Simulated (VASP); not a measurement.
Here is a VASP 6.6.1 calculation.

The input INCAR:

```
SYSTEM = H4C
ALGO = Normal
EDIFF = 1E-6
ENCUT = 520
GGA = PE
ISIF = 2
ISMEAR = -1
LASPH = .TRUE.
LCHARG = .FALSE.
LREAL = Auto
LWAVE = .FALSE.
NBANDS = 58
NELM = 100
PREC = Accurate
SIGMA = 0.02
```

File KPOINTS:

```
k-points
0
G
  1 1 1
  0 0 0
```

POSCAR

```
H4C
1.0
    7.6834750000      0.0000000000      0.0000000000
    0.0000000000      7.6834750000      0.0000000000
    0.0000000000      0.0000000000      7.6834750000
C H
8 32
Direct
    0.1603688813      0.1858280532      0.2975181521
    0.1135711475      0.0365029051      0.8012930264
    0.8459391519      0.6299636087     -0.0461132798
    0.6674923323      0.3299414055      0.2567396816
    0.3538071753      0.7403439305      0.1642321552
    0.9227935230      0.7008366181      0.4500510505
    0.3413719877      0.5183170166      0.6590813172
    0.5729409759      0.0314085451      0.6149731902
    0.2844678642      0.2139309019      0.2328420240
    0.1791361855      0.1840327777      0.4380533375
    0.1120776338      0.0584402022      0.2543911623
    0.0657938400      0.2869300596      0.2636954146
    0.0480482503      0.0220965555      0.9269952157
    0.1696604314     -0.0884953940      0.7624780009
    0.2174173791      0.1337874184      0.8121739027
    0.0186538766      0.0792083186      0.7036549243
    0.7960798154      0.6964533050      0.0693909469
    0.7433207950      0.5487362065     -0.1021747069
    0.9563603417      0.5479188318     -0.0094972579
    0.8879719210      0.7264605703     -0.1418416008
    0.5754072277      0.4286868765      0.2104363248
    0.7283337298      0.3749332698      0.3772422997
    0.7679510401      0.3099367549      0.1572982709
    0.5991503007      0.2074701982      0.2819858590
    0.4913716506      0.7701730940      0.1427042305
    0.3206809579      0.7643774449      0.3006535977
    0.3295074856      0.6035014788      0.1327595254
    0.2740018065      0.8229854629      0.0802183615
    1.0062599656      0.6572632345      0.3434389665
    0.9705063864      0.8255386004      0.4999168242
    0.9258258049      0.6046727648      0.5549742020
    0.7891107778      0.7157762922      0.4027459918
    0.3042381651      0.4554113490      0.5367816799
    0.2254198680      0.5736526325      0.7210372302
    0.4350938603      0.6224688313      0.6323850279
    0.4002779406      0.4222971632      0.7460987308
    0.5857693996      0.1720387524      0.6310170928
    0.5545723499     -0.0307345252      0.7418508320
    0.6905061966     -0.0199741600      0.5538490471
    0.4603854777      0.0037805483      0.5321470483
```

Potentials or basis: VASP PAW PBE potentials, release 64 (C, H).

Command:

```bash
$ cat potpaw_PBE.64/C/POTCAR potpaw_PBE.64/H/POTCAR > POTCAR
$ mpirun -np 1 vasp_gam > vasp.out
```

**Question.** Estimate the largest force.

**Answer.** 0.211 eV/Å.

**Question.** What does it give for the band gap on the k mesh?

**Answer.** 7.40 eV, direct.

**Question.** What does it give for the pressure?

**Answer.** 0.5 GPa.

Stress tensor (GPa, compression positive):
```
 0.46 -0.01 -0.01
-0.01  0.35  0.00
-0.01  0.00  0.59
```

PBE gaps usually lie below the measured ones, often by a third to a half.
